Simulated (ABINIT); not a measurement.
# KI (Fm-3m) in ABINIT: equation of state

Aim: energy against volume of KI in PBEsol, for its equilibrium volume and stiffness.

All numbers are computed with ABINIT 10.8.3 (patched build); they aren't measurements. Logs are shortened: lines on timing, memory, paths and dates and some standing lists are left out, and cuts for length are marked. The log counts tension as positive stress, the text compression.

### 1 Starting point

The structure is cubic, space group Fm-3m (No. 225). The conventional cell has a = 7.066 Å, b = 7.066 Å, c = 7.066 Å, α = 90.00°, β = 90.00°, γ = 90.00°. I (site symmetry m-3m) has 6 K at 3.53 Å as nearest neighbours. Around K (site symmetry m-3m) lie 6 I at 3.53 Å.

### 2 Equation of state, PBEsol

The input, run.abi:

```
ndtset 7
scalecart1 3*0.9795861087
scalecart2 3*0.9864848297
scalecart3 3*0.9932883884
scalecart4 3*1.0000000000
scalecart5 3*1.0066227096
scalecart6 3*1.0131594038
scalecart7 3*1.0196128224

pp_dirpath "./"
pseudos "I.upf, K.upf"

acell 3*1.0
rprim
     0.0000000000     6.6759772099     6.6759772099
     6.6759772099     0.0000000000     6.6759772099
     6.6759772099     6.6759772099     0.0000000000
ntypat 2
znucl 53 19
natom 2
typat 1 2
xred
     0.5000000000     0.5000000000     0.5000000000
     0.0000000000     0.0000000000     0.0000000000

ecut 1006.821291 eV

kptopt 1
ngkpt 7 7 7
nshiftk 1
shiftk 0.0 0.0 0.0

ixc -116133

nband 12
occopt 3
tsmear 0.05 eV

nstep 100
tolvrs 1.0e-10

iomode 3
prtwf 0
prtden 0
prteig 0
prtebands 0
```

Potentials or basis: PseudoDojo NC SR PBEsol v0.4.1 standard.

Launch:

```sh
mpirun --bind-to none -np 4 abinit run.abi > log 2>&1
```

run.abo:

```text
.Version 10.8.3 of ABINIT
 DATASET    1 : space group Fm -3 m (#225); Bravais cF (face-center cubic)
================================================================================
 Values of the parameters that define the memory need for DATASET  1.
     intxc =       0    ionmov =       0      iscf =       7    lmnmax =       6
     lnmax =       6     mgfft =      54  mpssoang =       3    mqgrid =    3001
     natom =       2  nloc_mem =       1    nspden =       1   nspinor =       1
    nsppol =       1      nsym =      48    n1xccc =    2501    ntypat =       2
    occopt =       3   xclevel =       2
       mpw =        6044          nfft =      157464          nkpt =          20
================================================================================
================================================================================
[... 61 lines left out ...]
 DATASET    7 : space group Fm -3 m (#225); Bravais cF (face-center cubic)
================================================================================
 Values of the parameters that define the memory need for DATASET  7.
     intxc =       0    ionmov =       0      iscf =       7    lmnmax =       6
     lnmax =       6     mgfft =      54  mpssoang =       3    mqgrid =    3001
     natom =       2  nloc_mem =       1    nspden =       1   nspinor =       1
    nsppol =       1      nsym =      48    n1xccc =    2501    ntypat =       2
    occopt =       3   xclevel =       2
       mpw =        6814          nfft =      157464          nkpt =          20
================================================================================
================================================================================

--------------------------------------------------------------------------------
------------- Echo of variables that govern the present computation ------------
--------------------------------------------------------------------------------
 -outvars: echo values of preprocessed input variables --------
            acell      1.0000000000E+00  1.0000000000E+00  1.0000000000E+00 Bohr
              amu      1.26904470E+02  3.90983000E+01
             ecut      3.70000000E+01 Hartree
              ixc     -116133
           jdtset        1    2    3    4    5    6    7
         kptrlatt        7    0    0      0    7    0      0    0    7
          kptrlen1     6.47396730E+01
          kptrlen2     6.51956012E+01
          kptrlen3     6.56452402E+01
          kptrlen4     6.60888026E+01
          kptrlen5     6.65264895E+01
          kptrlen6     6.69584918E+01
          kptrlen7     6.73849905E+01
            natom           2
            nband          12
           ndtset           7
            ngfft          54      54      54
             nkpt          20
            nstep         100
             nsym          48
           ntypat           2
           occopt           3
           prtden           0
        prtebands           0
           prteig           0
            prtwf           0
            rprim1     0.0000000000E+00  6.5396945368E+00  6.5396945368E+00
                       6.5396945368E+00  0.0000000000E+00  6.5396945368E+00
                       6.5396945368E+00  6.5396945368E+00  0.0000000000E+00
            rprim2     0.0000000000E+00  6.5857502410E+00  6.5857502410E+00
                       6.5857502410E+00  0.0000000000E+00  6.5857502410E+00
                       6.5857502410E+00  6.5857502410E+00  0.0000000000E+00
            rprim3     0.0000000000E+00  6.6311706438E+00  6.6311706438E+00
                       6.6311706438E+00  0.0000000000E+00  6.6311706438E+00
                       6.6311706438E+00  6.6311706438E+00  0.0000000000E+00
            rprim4     0.0000000000E+00  6.6759772099E+00  6.6759772099E+00
                       6.6759772099E+00  0.0000000000E+00  6.6759772099E+00
                       6.6759772099E+00  6.6759772099E+00  0.0000000000E+00
            rprim5     0.0000000000E+00  6.7201902683E+00  6.7201902683E+00
                       6.7201902683E+00  0.0000000000E+00  6.7201902683E+00
                       6.7201902683E+00  6.7201902683E+00  0.0000000000E+00
            rprim6     0.0000000000E+00  6.7638290898E+00  6.7638290898E+00
                       6.7638290898E+00  0.0000000000E+00  6.7638290898E+00
                       6.7638290898E+00  6.7638290898E+00  0.0000000000E+00
            rprim7     0.0000000000E+00  6.8069119653E+00  6.8069119653E+00
                       6.8069119653E+00  0.0000000000E+00  6.8069119653E+00
                       6.8069119653E+00  6.8069119653E+00  0.0000000000E+00
          spgroup         225
           tolvrs      1.00000000E-10
           tsmear      1.83746611E-03 Hartree
            typat      1  2
           xangst1     3.4606573128E+00  3.4606573128E+00  3.4606573128E+00
                       0.0000000000E+00  0.0000000000E+00  0.0000000000E+00
           xangst2     3.4850289419E+00  3.4850289419E+00  3.4850289419E+00
                       0.0000000000E+00  0.0000000000E+00  0.0000000000E+00
           xangst3     3.5090643839E+00  3.5090643839E+00  3.5090643839E+00
                       0.0000000000E+00  0.0000000000E+00  0.0000000000E+00
           xangst4     3.5327749976E+00  3.5327749976E+00  3.5327749976E+00
                       0.0000000000E+00  0.0000000000E+00  0.0000000000E+00
           xangst5     3.5561715405E+00  3.5561715405E+00  3.5561715405E+00
                       0.0000000000E+00  0.0000000000E+00  0.0000000000E+00
           xangst6     3.5792642103E+00  3.5792642103E+00  3.5792642103E+00
                       0.0000000000E+00  0.0000000000E+00  0.0000000000E+00
           xangst7     3.6020626862E+00  3.6020626862E+00  3.6020626862E+00
                       0.0000000000E+00  0.0000000000E+00  0.0000000000E+00
            xcart1     6.5396945368E+00  6.5396945368E+00  6.5396945368E+00
                       0.0000000000E+00  0.0000000000E+00  0.0000000000E+00
            xcart2     6.5857502410E+00  6.5857502410E+00  6.5857502410E+00
                       0.0000000000E+00  0.0000000000E+00  0.0000000000E+00
            xcart3     6.6311706438E+00  6.6311706438E+00  6.6311706438E+00
                       0.0000000000E+00  0.0000000000E+00  0.0000000000E+00
            xcart4     6.6759772099E+00  6.6759772099E+00  6.6759772099E+00
                       0.0000000000E+00  0.0000000000E+00  0.0000000000E+00
            xcart5     6.7201902683E+00  6.7201902683E+00  6.7201902683E+00
                       0.0000000000E+00  0.0000000000E+00  0.0000000000E+00
            xcart6     6.7638290898E+00  6.7638290898E+00  6.7638290898E+00
                       0.0000000000E+00  0.0000000000E+00  0.0000000000E+00
            xcart7     6.8069119653E+00  6.8069119653E+00  6.8069119653E+00
                       0.0000000000E+00  0.0000000000E+00  0.0000000000E+00
             xred      5.0000000000E-01  5.0000000000E-01  5.0000000000E-01
                       0.0000000000E+00  0.0000000000E+00  0.0000000000E+00
            znucl       53.00000   19.00000

================================================================================

 chkinp: Checking input parameters for consistency, jdtset=   1.

 chkinp: Checking input parameters for consistency, jdtset=   2.
[... 29 lines left out ...]
 getcut: wavevector=  0.0000  0.0000  0.0000  ngfft=  54  54  54
         ecut(hartree)=     37.000   => boxcut(ratio)=   2.13307

--- Pseudopotential description ------------------------------------------------
- pspini: atom type   1  psp file is ./I.upf
12 -116133 2 -1 1182                          pspcod,pspxc,lmax,lloc,mmax
     nproj     2     2     2

- pspini: atom type   2  psp file is ./K.upf
12 -116133 2 -1 2250                          pspcod,pspxc,lmax,lloc,mmax
     nproj     2     2     2

   4.23478882E+02                                ecore*ucvol(ha*bohr**3)
--------------------------------------------------------------------------------

================================================================================

--- !BeginCycle
iteration_state: {dtset: 1, }
solver: {iscf: 7, nstep: 100, nline: 4, wfoptalg: 0, }
tolerances: {tolvrs: 1.00E-10, }
...
[... 988 lines left out ...]
-Cartesian components of stress tensor (GPa)         [Pressure= -8.3081E-01 GPa]
- sigma(1 1)=  8.30806184E-01  sigma(3 2)=  0.00000000E+00
- sigma(2 2)=  8.30806184E-01  sigma(3 1)=  0.00000000E+00
- sigma(3 3)=  8.30806184E-01  sigma(2 1)=  0.00000000E+00

== END DATASET(S) ==============================================================
================================================================================

 -outvars: echo values of variables after computation  --------
            acell      1.0000000000E+00  1.0000000000E+00  1.0000000000E+00 Bohr
           etotal1    -4.3056016908E+01
           etotal2    -4.3056153312E+01
           etotal3    -4.3056178725E+01
           etotal4    -4.3056105951E+01
           etotal5    -4.3055946401E+01
           etotal6    -4.3055710090E+01
           etotal7    -4.3055405993E+01
            fcart1    -0.0000000000E+00 -0.0000000000E+00 -0.0000000000E+00
                      -0.0000000000E+00 -0.0000000000E+00 -0.0000000000E+00
            fcart2    -0.0000000000E+00 -0.0000000000E+00 -0.0000000000E+00
                      -0.0000000000E+00 -0.0000000000E+00 -0.0000000000E+00
            fcart3    -0.0000000000E+00 -0.0000000000E+00 -0.0000000000E+00
                      -0.0000000000E+00 -0.0000000000E+00 -0.0000000000E+00
            fcart4    -0.0000000000E+00 -0.0000000000E+00 -0.0000000000E+00
                      -0.0000000000E+00 -0.0000000000E+00 -0.0000000000E+00
            fcart5    -0.0000000000E+00 -0.0000000000E+00 -0.0000000000E+00
                      -0.0000000000E+00 -0.0000000000E+00 -0.0000000000E+00
[... 38 lines left out ...]
                       0.0000000000E+00  0.0000000000E+00  0.0000000000E+00
           xangst1     3.4606573128E+00  3.4606573128E+00  3.4606573128E+00
                       0.0000000000E+00  0.0000000000E+00  0.0000000000E+00
           xangst2     3.4850289419E+00  3.4850289419E+00  3.4850289419E+00
                       0.0000000000E+00  0.0000000000E+00  0.0000000000E+00
           xangst3     3.5090643839E+00  3.5090643839E+00  3.5090643839E+00
                       0.0000000000E+00  0.0000000000E+00  0.0000000000E+00
           xangst4     3.5327749976E+00  3.5327749976E+00  3.5327749976E+00
                       0.0000000000E+00  0.0000000000E+00  0.0000000000E+00
           xangst5     3.5561715405E+00  3.5561715405E+00  3.5561715405E+00
                       0.0000000000E+00  0.0000000000E+00  0.0000000000E+00
           xangst6     3.5792642103E+00  3.5792642103E+00  3.5792642103E+00
                       0.0000000000E+00  0.0000000000E+00  0.0000000000E+00
           xangst7     3.6020626862E+00  3.6020626862E+00  3.6020626862E+00
                       0.0000000000E+00  0.0000000000E+00  0.0000000000E+00
             xred      5.0000000000E-01  5.0000000000E-01  5.0000000000E-01
                       0.0000000000E+00  0.0000000000E+00  0.0000000000E+00
 Calculation completed.
```

It took 88 s on 4 MPI ranks of Arm Neoverse V2, shared host; peak memory 0.56 GiB.

What came out:

```
Equilibrium volume                      : 42.98 Å³/atom
Bulk modulus                            : 12.2 GPa
Pressure derivative of the bulk modulus : 5.0
```

Energy against volume, from the lowest point:
| volume (Å³/atom) | energy (meV/atom) |
| --- | --- |
| 41.445 | 2.20 |
| 42.327 | 0.35 |
| 43.209 | 0.00 |
| 44.091 | 0.99 |
| 44.973 | 3.16 |
| 45.854 | 6.38 |
| 46.736 | 10.51 |

Caveat: pressures at fixed basis lie under the slope of the energies.
